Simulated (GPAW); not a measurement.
# NbAs (I4_1md) in GPAW: band structure with PBEsol

Aim: the band structure of NbAs with PBEsol.

All numbers are computed with GPAW 26.7.0; they aren't measurements. Logs are shortened: lines on timing, memory, paths and dates and some standing lists are left out, and cuts for length are marked. The log counts tension as positive stress, the text compression.

## (1) The structure

It takes space group I4_1md (No. 109, tetragonal). Conventional cell: a = 3.452 Å, b = 3.452 Å, c = 11.680 Å, α = 90.00°, β = 90.00°, γ = 90.00°. Nb (site symmetry 2mm) has 6 As at 2.60 to 2.63 Å as nearest neighbours. Around As (site symmetry 2mm) lie 6 Nb at 2.60 to 2.63 Å.

## (2) Band structure, PBEsol

The input, run.py:

```python
from ase import Atoms
from ase.dft.bandgap import bandgap
from ase.io import write
from ase.units import GPa
from gpaw import GPAW, PW, setup_paths

setup_paths.insert(0, '.')

atoms = Atoms(['Nb', 'Nb', 'As', 'As'],
              cell=[[-1.72585, 1.72585, 5.84],
                    [1.72585, -1.72585, 5.84],
                    [1.72585, 1.72585, -5.84]],
              scaled_positions=[[0.5, 0.0, 0.5],
                                [0.75, 0.75, 0.0],
                                [0.916, 0.416, 0.5],
                                [0.166, 0.166, 0.0]],
              pbc=True)

calc = GPAW(mode=PW(600),
            xc='PBEsol',
            kpts={'size': (7, 7, 7), 'gamma': True},
            occupations={'name': 'fermi-dirac', 'width': 0.05},
            nbands=34,
            convergence={'density': 1e-05, 'energy': 1e-05},
            maxiter=150,
            txt='gpaw.txt')
atoms.calc = calc
energy = atoms.get_potential_energy()
forces = atoms.get_forces()
stress = atoms.get_stress()
calc.write('gs.gpw')
write('result.traj', atoms)
print(f'Energy: {energy:.6f} eV')
print('Forces (eV/A):')
print(forces.round(4))
print('Stress (GPa):', (stress / GPa).round(3))
print('Fermi level:', round(calc.get_fermi_level(), 4), 'eV')
print(f'Gap: {bandgap(calc)[0]:.4f} eV, direct: {bandgap(calc, direct=True)[0]:.4f} eV')

path = atoms.cell.bandpath('GXYSGZS1NPY1Z,XP', npoints=80, eps=1e-4)
bs_calc = calc.fixed_density(kpts=path, symmetry='off', nbands=50,
                             convergence={'bands': 'CBM+6.0', 'eigenstates': 1e-6}, txt='bands.txt')
bs = bs_calc.band_structure()
bs.write('bs.json')
print(f'Gap on the path: {bandgap(bs_calc)[0]:.4f} eV')
```

Potentials or basis: PAW data sets generated in the run's folder for this functional, pw.

The run is started by

```sh
> gpaw-setup -f PBEsol As Nb
> OMP_NUM_THREADS=1 python run.py
```

gpaw.txt:

```text
__  _  _
 | _ |_)|_||  |
 |__||  | ||/\| - 26.7.0

Input parameters:
  mode=PW(ecut=600.0),
  convergence={'density': 1e-05, 'energy': 1e-05},
  kpts=MonkhorstPack(size=(7, 7, 7), gamma=True),
  maxiter=150,
  nbands=34,
  occupations=Occupations(name='fermi-dirac', width=0.05),
  xc=XC(name='PBEsol')

Diagonalizing LCAO Hamiltonian
Converting LCAO to pw mode

       Nb

         As

       As
         Nb

Atoms  # Å, Bohr magnetons
|   | symbol |         x |         y |        z |    initial magnetic moments |
|---|--------|-----------|-----------|----------|-----------------------------|
| 0 |     Nb |  0.000000 |  1.725850 | 0.000000 | ( 0.0000,  0.0000,  0.0000) |
| 1 |     Nb |  0.000000 | -0.000000 | 8.760000 | ( 0.0000,  0.0000,  0.0000) |
| 2 |     As | -0.000000 |  1.725850 | 4.858880 | ( 0.0000,  0.0000,  0.0000) |
| 3 |     As | -0.000000 |  0.000000 | 1.938880 | ( 0.0000,  0.0000,  0.0000) |

Unit cell  # Å
| periodic |         x |         y |         z |  lengths |     angles |
|----------|-----------|-----------|-----------|----------|------------|
|      yes | -1.725850 |  1.725850 |  5.840000 | 6.329512 | 148.353918 |
|      yes |  1.725850 | -1.725850 |  5.840000 | 6.329512 | 148.353918 |
|      yes |  1.725850 |  1.725850 | -5.840000 | 6.329512 |  45.363182 |

Number of symmetries: 4
Symmetry operations  # r_c * U_cc + t_c -> r_c
|   | kind |            matrix            |
|---|------|------------------------------|
| 0 |  σ   |  1, 1, 1,  0, 0,-1,  0,-1, 0 |
| 1 |  E   |  1, 0, 0,  0, 1, 0,  0, 0, 1 |
| 2 |  C2  |  0, 1, 0,  1, 0, 0, -1,-1,-1 |
| 3 |  σ   |  0, 0,-1,  1, 1, 1, -1, 0, 0 |

BZ-sampling:
  Number of BZ points: 343
  Number of IBZ points: 64

  Monkhorst-Pack size: [7, 7, 7]
  Monkhorst-Pack shift: [0, 0, 0]

K-points  # in reciprocal-cell coordinates
|     |                                coordinates |     weight |
|-----|--------------------------------------------|------------|
|   0 | (  0.00000000,   0.00000000,   0.00000000) | 0.00291545 |
|   1 | (  0.14285714,  -0.14285714,  -0.14285714) | 0.00583090 |
|   2 | (  0.14285714,  -0.14285714,   0.00000000) | 0.01166181 |
|   3 | (  0.14285714,  -0.14285714,   0.14285714) | 0.00583090 |
|   4 | (  0.14285714,   0.00000000,  -0.14285714) | 0.01166181 |
|   5 | (  0.14285714,   0.00000000,   0.00000000) | 0.01166181 |
|   6 | (  0.14285714,   0.14285714,  -0.14285714) | 0.00583090 |
|   7 | (  0.28571429,  -0.28571429,  -0.28571429) | 0.00583090 |
|   8 | (  0.28571429,  -0.28571429,  -0.14285714) | 0.01166181 |
|   9 | (  0.28571429,  -0.28571429,   0.00000000) | 0.01166181 |
| ... |                                            |            |
|  63 | (  0.42857143,   0.42857143,   0.42857143) | 0.02332362 |

Plane wave coefficients: 2334
Cutoff: 600.0 eV

Spin-components: 1 (collinear spins)
Bands:           34
Projectors:      22
Spin-degeneracy: 2
Datatype:        complex128

Parallelization:
  kpt:    1
  domain: 1
  band:   1

Density:
  Valence electrons: 36.0
  Components: 1
  Grid points: [36 36 36]
  Charge: 0.0  # |e|

Potential:
  Grid points: [36 36 36]

species:
  Nb:
    name:    Niobium
    Z:       41.0
    valence: 13
    core:    28
    charge:  0.0  # [|e|]
    compensation charges:
      type: gauss
      rc: 0.40  # [Å]
      lmax: 2
    cutoffs:
      filter: 2.35  # [Å]
      core: 1.51  # [Å]
    projectors
    | kind |    occ | energy [eV] | rcut [Å] |
    |------|--------|-------------|----------|
    |   4s |  2.000 |     -58.318 |    1.323 |
    |   5s |  1.000 |      -4.011 |    1.323 |
    |   4p |  6.000 |     -34.497 |    1.323 |
    |   5p |  0.000 |      -1.086 |    1.323 |
    |   4d |  4.000 |      -3.056 |    1.244 |
    |    d |        |      24.155 |    1.244 |

    Using partial waves for Nb as LCAO basis

  As:
    name:    Arsenic
    Z:       33.0
    valence: 5
    core:    28
    charge:  0.0  # [|e|]
    compensation charges:
      type: gauss
      rc: 0.33  # [Å]
      lmax: 2
    cutoffs:
      filter: 1.87  # [Å]
      core: 2.96  # [Å]
    projectors
    | kind |    occ | energy [eV] | rcut [Å] |
    |------|--------|-------------|----------|
    |   4s |  2.000 |     -14.495 |    1.058 |
    |   4p |  3.000 |      -5.197 |    1.058 |
    |    s |        |      12.716 |    1.058 |
    |    p |        |      22.014 |    1.058 |
    |    d |        |       0.000 |    1.058 |

    Using partial waves for As as LCAO basis

Reference energy: -330616.110155  # eV

eigensolver:
  PPCG
  Converge bands: occupied
  niter=2

density mixing:
  MSR1-Mixer
  Pratt-step length: 0.05
  Maximum mixing coefficient: 0.75
  Old densities: 10
  SVD Regularization: 0.005
  Good broyden scale: 1.0
  Trust region scale: 1.0
  Backstep threshold: 4.0
  History deletion threshold: 6.0
  Fourier metric: weight=20.0, sigma=0.015

occupation numbers:
  Fermi-Dirac:
    width: 0.0500  # eV

poisson solver:
  ecut: 4800.0  # eV

xc functional:
  name: PBEsol with 2 nearest neighbor stencil

convergence criteria:
[... 6 lines left out ...]
|iter     | |      energy | eigst |  dens |
|---------|-|-------------|-------|-------|
|iter:   1| |  -37.481880 | +0.08 |       |
|iter:   2| |  -36.933005 | -2.22 | -0.97 |
|iter:   3| |  -35.393875 | -1.02 | -1.03 |
|iter:   4| |  -35.370480 | -2.91 | -1.66 |
|iter:   5| |  -35.367750 | -3.32 | -1.96 |
|iter:   6| |  -35.367586 | -4.58 | -2.73 |
|iter:   7| |  -35.367582c| -5.84 | -3.40 |
|iter:   8| |  -35.367560c| -6.79 | -3.49 |
|iter:   9| |  -35.367561c| -7.69c| -4.03 |
|iter:  10| |  -35.367560c| -7.64c| -4.73 |
|iter:  11| |  -35.367560c| -8.25c| -5.10c|

Converged in 11 steps
Energy contributions relative to reference atoms: (reference = -330616.110155)

Energy contributions:
  Kinetic:          25.005242
  Coulomb:         -31.862603
  Zero:             -0.181384
  External:          0.000000
  Xc:              -28.324318
  Entropy:          -0.008994
  Spinorbit:         0.000000
  ----------------------------
  Free energy:     -35.372057
  Extrapolated:    -35.367560

dipole moment: (-22.293177, -1.761119, 26.846442)  # |e|*Ang

Fermi level: 10.515
Eigenvalues  # (at kpt = [0.000, 0.000, 0.000])
| band index |      eig [eV] | occ [0-2] |
|------------|---------------|-----------|
|          0 |       -44.528 |     2.000 |
|        ... |               |           |
|         10 |         4.294 |     2.000 |
|         11 |         7.692 |     2.000 |
|         12 |         8.269 |     2.000 |
|         13 |         8.269 |     2.000 |
|         14 |         8.472 |     2.000 |
|         15 |         8.841 |     2.000 |
[... 8 lines left out ...]
|         24 |        14.488 |     0.000 |
|         25 |        14.488 |     0.000 |
|        ... |               |           |
|         33 |        27.478 |     0.000 |

No gap
No difference between direct/indirect transitions

Forces  # eV/Ang
|        x |        y |        z |
|----------|----------|----------|
|  0.00000 | -0.00000 | -0.29149 |  # Nb   0
|  0.00000 |  0.00000 | -0.29156 |  # Nb   1
| -0.00000 |  0.00000 |  0.29150 |  # As   2
|  0.00000 |  0.00000 |  0.29146 |  # As   3

Stress tensor  # eV/Ang^3
|         x |         y |         z |
|-----------|-----------|-----------|
|  0.017946 |  0.000000 | -0.000000 |
|  0.000000 |  0.017946 | -0.000000 |
| -0.000000 | -0.000000 |  0.010665 |

# Writing to gs.gpw (mode='')
```

Run time: 3.2 min. Hardware: 1 thread of AMD EPYC 9R45 (Zen 5), shared host; peak memory 0.57 GiB.

Results:

```
Free energy             : -35.3721 eV
Pressure                : -2.5 GPa
Largest force           : 0.292 eV/Å
Band gap along the path : none (metal or under the smearing width)
```

Forces on the atoms (eV/Å):
```
Nb   0.000  0.000 -0.291
Nb   0.000  0.000 -0.292
As   0.000  0.000  0.291
As   0.000  0.000  0.291
```

Stress tensor (GPa, compression positive):
```
-2.88  0.00  0.00
 0.00 -2.88  0.00
 0.00  0.00 -1.71
```

Levels at the corners of the path, in eV from the Fermi level:
| point | band 16 | band 17 | band 18 | band 19 | band 20 | band 21 |
| --- | --- | --- | --- | --- | --- | --- |
| Γ | -1.67 | -1.38 | -1.38 | 0.73 | 1.32 | 2.41 |
| X | -2.80 | -0.60 | -0.60 | 2.41 | 2.41 | 2.70 |
| Y | -2.78 | -0.64 | -0.64 | 2.29 | 2.29 | 2.71 |
| S | -2.10 | -1.47 | -0.16 | 0.19 | 1.44 | 2.01 |
| Γ | -1.67 | -1.38 | -1.38 | 0.73 | 1.32 | 2.41 |
| Z | -2.53 | -0.51 | -0.51 | 1.01 | 1.01 | 1.93 |
| S1 | -2.10 | -1.47 | -0.16 | 0.19 | 1.44 | 2.01 |
| N | -1.89 | -1.41 | -0.06 | 0.05 | 1.16 | 2.13 |
| P | -2.83 | -0.58 | -0.58 | 2.42 | 2.42 | 2.65 |
| Y1 | -2.78 | -0.64 | -0.64 | 2.29 | 2.29 | 2.71 |
| Z | -2.53 | -0.51 | -0.51 | 1.01 | 1.01 | 1.93 |
| X | -2.80 | -0.60 | -0.60 | 2.41 | 2.41 | 2.70 |
| P | -2.83 | -0.58 | -0.58 | 2.42 | 2.42 | 2.65 |

Caveat: the k mesh is coarse (spacing up to 0.37 Å⁻¹), so the values aren't converged; the program warned that so skewed a cell can give wrong results.
